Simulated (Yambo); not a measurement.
# InAs (F-43m) in Yambo: notebook, part 3 of 3

Yambo 5.3.0.

## (6) Optical spectrum by the Bethe-Salpeter equation, PBE

bse2.in

```
optics
bse
bss
rim_cut
em1s
RandQpts= 1000000
RandGvec= 50 RL
Chimod= "HARTREE"
% BndsRnXs
 1 | 39 |
%
NGsBlkXs= 5 Ry
% LongDrXs
 1 | 0 | 0 |
%
BSKmod= "SEX"
BSEmod= "retarded"
BSSmod= "d"
% BSEQptR
 1 | 1 |
%
% BSEBands
 13 | 17 |
%
BSENGexx= 20 Ry
BSENGBlk= 5 Ry
% BEnRange
 0 | 20 | eV
%
% BDmRange
 0.1 | 0.1 | eV
%
BEnSteps= 200
% BLongDir
 1 | 0 | 0 |
%
BSEprop= "abs"
WRbsWF
```

scf.in

```
&CONTROL
  calculation = 'scf'
  prefix = 'pwscf'
  outdir = './tmp'
  pseudo_dir = './pseudo'
/
&SYSTEM
  ibrav = 0
  nat = 2
  ntyp = 2
  ecutwfc = 84
  nbnd = 21
  occupations = 'smearing'
  smearing = 'fd'
  degauss = 0.00367493
  force_symmorphic = .true.
/
&ELECTRONS
  conv_thr = 4d-10
  electron_maxstep = 120
  mixing_beta = 0.5
/
ATOMIC_SPECIES
In   114.8180 In.upf
As    74.9216 As.upf
CELL_PARAMETERS angstrom
   0.0000000000    3.0180000000    3.0180000000
   3.0180000000    0.0000000000    3.0180000000
   3.0180000000    3.0180000000    0.0000000000
ATOMIC_POSITIONS crystal
In     0.0000000000    0.0000000000    0.0000000000
As     0.7500000000    0.7500000000    0.7500000000
K_POINTS automatic
8 8 8 0 0 0
```

nscf.in

```
&CONTROL
  calculation = 'nscf'
  prefix = 'pwscf'
  outdir = './tmp'
  pseudo_dir = './pseudo'
/
&SYSTEM
  ibrav = 0
  nat = 2
  ntyp = 2
  ecutwfc = 84
  nbnd = 114
  occupations = 'smearing'
  smearing = 'fd'
  degauss = 0.00367493
  force_symmorphic = .true.
/
&ELECTRONS
  conv_thr = 1d-08
  diago_full_acc = .true.
  diago_thr_init = 1d-06
/
ATOMIC_SPECIES
In   114.8180 In.upf
As    74.9216 As.upf
CELL_PARAMETERS angstrom
   0.0000000000    3.0180000000    3.0180000000
   3.0180000000    0.0000000000    3.0180000000
   3.0180000000    3.0180000000    0.0000000000
ATOMIC_POSITIONS crystal
In     0.0000000000    0.0000000000    0.0000000000
As     0.7500000000    0.7500000000    0.7500000000
K_POINTS automatic
4 4 4 0 0 0
```

Potentials or basis: PseudoDojo 0.4.1 SR PBE standard.

On the command line:

```console
OMP_NUM_THREADS=1 pw.x -in scf.in > scf.out
OMP_NUM_THREADS=1 pw.x -in nscf.in > nscf.out
cd tmp/pwscf.save; p2y; mv SAVE ../..; cd ../..
OMP_NUM_THREADS=1 yambo
mkdir -p bse2; ln -s $PWD/g0w00/ndb.RIM bse2/
OMP_NUM_THREADS=1 yambo -F bse2.in -J bse2 -C bse2_out
OMP_NUM_THREADS=1 ypp -J bse2 -C bse2_out -e s -b 1
```

Yambo's report:

```text
[... sections 02.01 to 02.04 as in the set-up run ...]

  [02.05] Energies & Occupations
  ==============================

  [X] === General ===
  [X] Electronic Temperature                        :  0.258606E-1   300.100    [eV K]
  [X] Bosonic    Temperature                        :  0.258606E-1   300.100    [eV K]
  [X] Finite Temperature mode                       : yes
  [X] El. density                                   :  0.50930E+24 [cm-3]
  [X] Fermi Level                                   :  8.190589 [eV]

  [X] === Gaps and Widths ===
  [X] Conduction Band Min                           :  8.190589 [eV]
  [X] Valence Band Max                              :  8.190589 [eV]
  [X] Filled Bands                                  :  11
  [X] Metallic Bands                                :  12  15
  [X] Empty Bands                                   :   16  114

  [X] === Metallic Characters ===
  [X] N of el / N of met el                         :  28.00000   5.99996
  [X] Average metallic occ.                         :  0.374997

  [WARNING] [X] Metallic system

 [03] Transferred momenta grid and indexing
 ==========================================

 [BZ sampling] Q-grid is User defined and/or read from the database

 IBZ Q-points                                      :   8
 BZ  Q-points                                      :   64

 K/Q-points units:
 rlu = crystal or reduced units; cc = cartesian coordinates; iku = interal k-units

 Q [1]          [rlu]:  0.000000  0.000000  0.000000
 Q [2]          [rlu]: -0.69745E-17 -0.69745E-17  0.25000
 Q [3]          [rlu]:  0.13949E-16  0.13949E-16 -0.50000
 Q [4]          [rlu]: -0.24953E-17  0.25000      0.25000
 Q [5]          [rlu]:  0.19286E-16  0.25000      0.50000
 Q [6]          [rlu]:  0.13949E-16  0.25000     -0.25000
 Q [7]          [rlu]:  0.49905E-17 -0.50000     -0.50000
 Q [8]          [rlu]:  0.250000 -0.500000 -0.250000

  [03.01] X + BSE indexes
  =======================

   [03.01.01] Sigma indexes
   ========================

   [WR./SAVE//ndb.kindx]-----------------------------------------------------------
[... 146 lines left out ...]
     [K] Identifier                                   :   7880
     [K] Dimension                                    :   384
     [K] Bands                                        :  13  17
     [K] Exchange                                     : yes [res]
     [K] Correlation                                  : yes [res]
     [K] Kernel`s coupling                            : no
     [K] Exchange                                     : no [cpl]
     [K] Correlation                                  : no [cpl]
     [K] W interaction is bare                        : no
     [K] ALDA kernel in R-space                       : no
     [K] RL vectors                                   :   561 [exchange]
     [K] RL vectors                                   :   89 [correlation]
     [K] E/h energy range                             : -1.000000 -1.000000 [eV]
     [K] Coupling range                               :  100.0000  100.0000 [o/o]
     [W] Interaction is diagonal                      : no
     [W] Matrix size                                  :   89
     [W] Bands                                        :    1   39
     [W] e/h energy range                             : -1.000000 -1.000000 [eV]
     [W] Poles                                        :  100.0000 [o/o]
     [W] RL vectors in the sum                        :   5817
     [W] [r,Vnl] included                             : yes
     [W] Field direction                              :  0.100000E-4   0.00000      0.00000
     [W] Coulomb Cutoff                               : none
     [W] Hxc Kernel                                   : HARTREE
     [RIM] RL components                              :   51 [col]
     [RIM] Random points                              :  1000000 [col]
     [SOC] Perturbative SOC                           : no
     [K] Kernel long-range exchange                   : BAR

    [07.01.05.03] Wave-Function Phases
    ==================================

    [BSE] WF phases found       :  45.93750 [o/o]

   [07.01.06] BSE solver(s) @q1
   ============================

   [07.01.07] Diago Solver @q1
   ===========================

   [WR./bse2//ndb.BS_diago_Q1]-----------------------------------------------------
    BS kernel          energies                      : Perdew, Burke & Ernzerhof(X)+Perdew, Burke & Ernzerhof(C)
    [K] Identifier                                   :   7880
    [K] Dimension                                    :   384
    [K] Bands                                        :  13  17
    [K] Exchange                                     : yes [res]
    [K] Correlation                                  : yes [res]
    [K] Kernel`s coupling                            : no
    [K] Exchange                                     : no [cpl]
    [K] Correlation                                  : no [cpl]
    [K] W interaction is bare                        : no
    [K] ALDA kernel in R-space                       : no
    [K] RL vectors                                   :   561 [exchange]
    [K] RL vectors                                   :   89 [correlation]
    [K] E/h energy range                             : -1.000000 -1.000000 [eV]
    [K] Coupling range                               :  100.0000  100.0000 [o/o]
    [W] Interaction is diagonal                      : no
    [W] Matrix size                                  :   89
    [W] Bands                                        :    1   39
    [W] e/h energy range                             : -1.000000 -1.000000 [eV]
    [W] Poles                                        :  100.0000 [o/o]
    [W] RL vectors in the sum                        :   5817
    [W] [r,Vnl] included                             : yes
    [W] Field direction                              :  0.100000E-4   0.00000      0.00000
    [W] Coulomb Cutoff                               : none
    [W] Hxc Kernel                                   : HARTREE
    [RIM] RL components                              :   51 [col]
    [RIM] Random points                              :  1000000 [col]
    [SOC] Perturbative SOC                           : no
    [K] Kernel long-range exchange                   : BAR
    [BSS] Eigenstates included                       : yes
    [BSS] Field direction                            :  0.100000E-4   0.00000      0.00000
    [BSS] Eigenstates computed                       :   384
    [BSS] Number of BSE matrices                     :  1
```

o-bse2.exc_qpt1_E_sorted:

```text
# [K] Identifier                                  :   7880
# [K] Dimension                                   :   384
# [K] Bands                                       :  13  17
# [K] Exchange                                    : yes [res]
# [K] Correlation                                 : yes [res]
# [K] Kernel`s coupling                           : no
# [K] Exchange                                    : no [cpl]
# [K] Correlation                                 : no [cpl]
[... 28 lines left out ...]
#
     1.78766239         1.00000000         1.00000000
     1.78776468        0.126465198E-1      2.00000000
     1.78780114        0.209790560         3.00000000
     1.82490452        0.140299535E-5      4.00000000
     1.82510423        0.634877400E-6      5.00000000
     1.82511712        0.429075584E-6      6.00000000
[... 35 lines left out ...]
     3.71792632        0.436333281E-2      42.0000000
     3.71928048        0.761557524E-6      43.0000000
[... 343 further lines ...]
```

Wall time 1.9 min (1 thread of Arm Neoverse V2, shared host); peak memory 0.32 GiB.

What came out:

* Band gap on the k mesh, mean-field level: none (metal or under the smearing width)

Dielectric function (along the field direction of the input):
```tsv
energy (eV)	real part	imaginary part
0.30	25.04	0.36
1.31	43.03	6.02
2.31	-15.00	6.53
3.32	19.63	6.56
4.42	-14.50	6.17
5.43	-8.66	4.86
6.43	-4.24	0.75
7.54	-2.94	0.92
8.54	-2.04	0.76
9.55	-1.72	0.10
10.65	-0.95	0.05
11.66	-0.57	0.06
12.66	-0.27	0.02
13.77	-0.05	0.02
14.77	0.10	0.01
15.78	0.23	0.01
16.88	0.33	0.01
17.89	0.41	0.01
18.89	0.47	0.01
20.00	0.53	0.00
```

Caveat: the k mesh is coarse (spacing up to 0.45 Å⁻¹), so the values aren't converged; the intraband (Drude) term of the metal is left out; the ground state has no gap, which makes the many-body step unreliable; the transitions start from uncorrected Kohn-Sham levels, so peaks lie too low; exciton energies and binding change strongly with the k mesh and aren't converged on this one; spectra need much finer meshes, so this one isn't converged.

## (7) Overview

```tsv
task	level	potentials or basis	k mesh	k mesh of the self-consistent run	direction of the field or of q to 0	broadening	kernel	top of the energy range	mesh quality	gap on the mesh (eV)
optical spectrum	PBEsol	PseudoDojo 0.4.1 SR PBEsol standard	10 × 10 × 10	10 × 10 × 10	y	0.3 eV	none (independent particles)	10 eV	not flagged	none
optical spectrum	PBEsol	PseudoDojo 0.4.1 SR PBEsol standard	10 × 10 × 10	10 × 10 × 10	y	0.05 eV	Hartree (RPA with local fields)	20 eV	not flagged	none
G0W0 quasiparticle levels	PBE	PseudoDojo 0.4.1 SR PBE standard	4 × 4 × 4	8 × 8 × 8	x + y + z	0.1 eV	-	-	coarse	none
optical spectrum	PBE	PseudoDojo 0.4.1 SR PBE standard	4 × 4 × 4	8 × 8 × 8	x	0.1 eV	Hartree (RPA with local fields)	20 eV	coarse	none
optical spectrum by the Bethe-Salpeter equation	PBE	PseudoDojo 0.4.1 SR PBE standard	4 × 4 × 4	8 × 8 × 8	x	0.1 eV	screened exchange	20 eV	coarse	-
```

Alike in all rows: no spin polarisation; cell as given; cutoff (eV) 1143; smearing fermi-dirac 0.05 eV.

Caveats: some runs use coarse meshes; the ground state has no gap, which makes the many-body step unreliable; the intraband (Drude) term of the metal is left out (some runs); this crystal is a semiconductor, whose small gap the functional closes, so the metal is an error of the method (some runs); these spectra lack excitons (some runs); spectra need much finer meshes, so this one isn't converged (some runs); independent-particle spectra lack excitons (some runs); the potentials hold a filled d shell without the s and p states of that shell, which can shift GW gaps by tenths of an eV, either way (some runs).

Total energies depend on the potentials used, so only differences within one code and one set of settings carry meaning.

## (8) Comparison with measurements

Step 2. A measured gap of InAs is 0.418 eV (direct; 4.2 K; a printed reference work, data compilation); the calculated 0.00 eV misses it by -0.42 eV. Spin-orbit coupling on As, In is left out. The value is that of PBEsol on a finite k mesh, which can miss the band edges, without temperature or zero-point motion. Semilocal functionals fall short of measured gaps as a rule.

Step 3. A measured gap of InAs is 0.418 eV (direct; 4.2 K; a printed reference work, data compilation); the calculated 0.00 eV misses it by -0.42 eV. Spin-orbit coupling on As, In is left out. The value is that of PBEsol on a finite k mesh, which can miss the band edges, without temperature or zero-point motion. Semilocal functionals fall short of measured gaps as a rule.
